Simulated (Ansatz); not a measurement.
# Harmonic thermodynamics of CaS

Theory: Ansatz 0.2.0, DFT PBE, scalar-relativistic, plane waves, PAW. Plane waves to 420 eV; Γ-centred k mesh 8×8×8; fixed occupations. No spin polarisation. Phonons by linear response, acoustic sum rule imposed.

Relaxed structure:
```
CELL_PARAMETERS angstrom
0.00000 2.85581 2.85581
2.85581 0.00000 2.85581
2.85581 2.85581 0.00000
ATOMIC_POSITIONS crystal
Ca 0.00000 0.00000 0.00000
S 0.50000 0.50000 0.50000
```

The cell has the rock salt type, in a space group that the Crystallography Open Database lists for this formula; it was reached from a generator's guess.

Force constants from linear response on a 4×4×4 q mesh, interpolated to a fine mesh.

Phonon density of states, in bins of 5 cm⁻¹:
| bin centre (cm⁻¹) | share of modes (%) |
| --- | --- |
| 2.5 | 0.0 |
| 7.5 | 0.0 |
| 12.5 | 0.0 |
| 17.5 | 0.0 |
| 22.5 | 0.0 |
| 27.5 | 0.0 |
| 32.5 | 0.0 |
| 37.5 | 0.1 |
| 42.5 | 0.1 |
| 47.5 | 0.1 |
| 52.5 | 0.1 |
| 57.5 | 0.2 |
| 62.5 | 0.2 |
| 67.5 | 0.3 |
| 72.5 | 0.3 |
| 77.5 | 0.4 |
| 82.5 | 0.5 |
| 87.5 | 0.6 |
| 92.5 | 0.7 |
| 97.5 | 0.8 |
| 102.5 | 0.9 |
| 107.5 | 1.1 |
| 112.5 | 1.3 |
| 117.5 | 1.7 |
| 122.5 | 2.1 |
| 127.5 | 2.2 |
| 132.5 | 2.4 |
| 137.5 | 2.5 |
| 142.5 | 2.8 |
| 147.5 | 3.3 |
| 152.5 | 4.1 |
| 157.5 | 4.4 |
| 162.5 | 1.8 |
| 167.5 | 0.6 |
| 172.5 | 0.5 |
| 177.5 | 1.2 |
| 182.5 | 1.3 |
| 187.5 | 1.7 |
| 192.5 | 6.2 |
| 197.5 | 4.5 |
| 202.5 | 2.4 |
| 207.5 | 4.0 |
| 212.5 | 5.2 |
| 217.5 | 6.6 |
| 222.5 | 5.4 |
| 227.5 | 3.5 |
| 232.5 | 3.9 |
| 237.5 | 1.9 |
| 242.5 | 3.5 |
| 247.5 | 1.9 |
| 252.5 | 1.5 |
| 257.5 | 1.1 |
| 262.5 | 1.0 |
| 267.5 | 0.9 |
| 272.5 | 0.8 |
| 277.5 | 0.7 |
| 282.5 | 0.7 |
| 287.5 | 0.6 |
| 292.5 | 0.6 |
| 297.5 | 0.5 |
| 302.5 | 0.5 |
| 307.5 | 0.5 |
| 312.5 | 0.4 |
| 317.5 | 0.4 |
| 322.5 | 0.3 |
| 327.5 | 0.3 |
| 332.5 | 0.1 |
| 337.5 | 0.0 |

(1) What is the zero-point energy per atom?

(2) How large are the vibrational entropy and heat capacity at 300 K?

(3) Tabulate them against temperature.

## Answers

(1) 35.7 meV.

(2) S = 3.50 k_B and C_V = 2.78 k_B per atom, 93 % of the Dulong–Petit value.

(3)
```
T (K)  F_vib (meV/atom)  S (k_B/atom)  C_V (k_B/atom)
  100              33.3          0.92            1.67
  200              18.6          2.41            2.55
  300              -7.1          3.50            2.78
  400             -40.9          4.31            2.88
  500             -81.0          4.96            2.92
  600            -126.1          5.50            2.94
  700            -175.5          5.95            2.96
  800            -228.5          6.35            2.97
  900            -284.7          6.70            2.97
 1000            -343.8          7.01            2.98
```
